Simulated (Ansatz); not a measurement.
# ZnO (P6_3mc): from strained cells to moduli

```yaml
crystal:
  lattice:
    - [3.23006, 0.00000, 0.00000]
    - [-1.61503, 2.79731, 0.00000]
    - [0.00000, 0.00000, 5.21422]
  atoms:
    - { symbol: Zn, position: [0.33333, 0.66667, 0.50003] }
    - { symbol: Zn, position: [0.66667, 0.33333, 0.00003] }
    - { symbol: O, position: [0.66667, 0.33333, 0.37898] }
    - { symbol: O, position: [0.33333, 0.66667, 0.87898] }
```

Level of theory, where no other is named: PBEsol, all-electron LAPW in Ansatz 0.2.0, scalar-relativistic. k mesh 8×8×4, fixed occupations, basis error target 1 meV/atom. The cell was relaxed by PAW under this functional.

The cell is hexagonal and carries a residual pressure of -0.08 GPa at this level. Each strain component that symmetry leaves independent is applied at ±0.008, the ions relax wherever a strain frees them, and the stress (tension positive, GPa) is read. Shears are engineering strains, γ = 2ε.

| strain | size | σxx | σyy | σzz | σyz | σxz | σxy |
| --- | --- | --- | --- | --- | --- | --- | --- |
| xx | -0.008 | -1.5583 | -0.9333 | -0.8120 | 0.0000 | 0.0000 | 0.0000 |
| xx | +0.008 | 1.6848 | 1.0426 | 0.9324 | 0.0000 | 0.0000 | 0.0000 |
| zz | -0.008 | -0.8237 | -0.8237 | -1.6502 | 0.0000 | 0.0000 | 0.0000 |
| zz | +0.008 | 0.9209 | 0.9209 | 1.8104 | 0.0000 | 0.0000 | 0.0000 |
| yz | -0.008 | 0.0766 | 0.0810 | 0.0802 | -0.2915 | 0.0000 | 0.0000 |
| yz | +0.008 | 0.0766 | 0.0810 | 0.0802 | 0.2915 | 0.0000 | 0.0000 |

A central difference gives one constant, for example C11 ≈ (1.6848 − (-1.5583))/(0.016) = 202.7 GPa; the program then imposes the crystal's symmetry on the whole matrix.

**Question.** What are the independent elastic constants?

**Answer.** C11 = 202.7, C12 = 123.5, C13 = 109.0, C33 = 216.3, C44 = 36.4 GPa.

**Question.** Is the crystal stable against homogeneous strain?

**Answer.** The least eigenvalue of the 6×6 matrix is 36.4 GPa, so yes.

**Question.** What moduli does a random aggregate of grains have?

**Answer.** Voigt and Reuss bounds: B from 145.0 to 145.0 and G from 40.3 to 41.2 GPa; their means are B = 145.0 and G = 40.7 GPa. Then E = 9BG/(3B + G) = 111.8 GPa, ν = (3B − 2G)/(6B + 2G) = 0.372 and B/G = 3.56, on the ductile side of Pugh's 1.75 (a rule of thumb, made for metals; it doesn't predict ductility here).

**Question.** With the density of 5.737 g/cm³, how fast does sound travel, and what Debye temperature follows?

**Answer.** 

| direction | slow (m/s) | middle (m/s) | fast (m/s) |
| --- | --- | --- | --- |
| x | 2520 | 2627 | 5944 |
| y | 2520 | 2627 | 5944 |
| z | 2520 | 2520 | 6140 |

The mean of v⁻³ over directions and branches gives v_m = 3000 m/s and θ_D = (ħ/k_B) v_m (6π²n)^(1/3) = 393 K, n being atoms per volume. Young's modulus spans 103 to 143 GPa over directions, and the universal anisotropy index is 0.10.

**Question.** How far do the constants move if PAW replaces LAPW in the same cell?

**Answer.** 

```json
{"constant": "C11", "LAPW (GPa)": "202.7", "PAW (GPa)": "202.1", "difference": "-0.6"}
{"constant": "C12", "LAPW (GPa)": "123.5", "PAW (GPa)": "123.7", "difference": "0.2"}
{"constant": "C13", "LAPW (GPa)": "109.0", "PAW (GPa)": "109.1", "difference": "0.1"}
{"constant": "C33", "LAPW (GPa)": "216.3", "PAW (GPa)": "216.3", "difference": "0.0"}
{"constant": "C44", "LAPW (GPa)": "36.4", "PAW (GPa)": "36.0", "difference": "-0.4"}
```

Keep in mind: constants at zero field, no piezoelectric stiffening; the frozen-core PAW files of the compared runs were fitted under PBE, their cores solved anew for this functional.
